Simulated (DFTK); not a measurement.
**ZrS2 in DFTK: the effect of functional**

Crystal: ZrS2.

```
Zr S
1.0
     3.69138    0.00000    0.00000
    -1.84569    3.19683    0.00000
     0.00000    0.00000    6.04108
Zr S
1 2
Direct
  0.00000 0.00000 0.00000
  0.33333 0.66667 0.23791
  0.66667 0.33333 0.76209
```

The cell is a database's computed one.

Alike in all runs:

| Item | Value |
| --- | --- |
| Program | DFTK 0.8.2 |
| Task | band structure |
| Potentials or basis | SG15 1.2 (PBE) |
| Cutoff | 1225 eV |
| k mesh | 6 × 6 × 4 |
| Occupations | fermi-dirac, width 0.05 eV |
| Spin | no spin polarisation |

```tsv
functional	gap on the mesh (eV)
LDA	?
PBEsol	1.00
RPBE	1.13
BLYP	1.12
AM05	1.01
WC	1.00
r2SCAN	1.41
SCAN	1.42
BJ06	1.15
```

What does the run with functional LDA give?

gap on the mesh 0.94 eV.

Caveats: the program leaves the constant c of mgga_x_tb09 at 1, so the potential is Becke-Johnson's (BJ06) and not Tran and Blaha's, with levels but no total energy (some runs).

A k mesh can miss the band edges.

Runs at the PBE level aren't shown here.
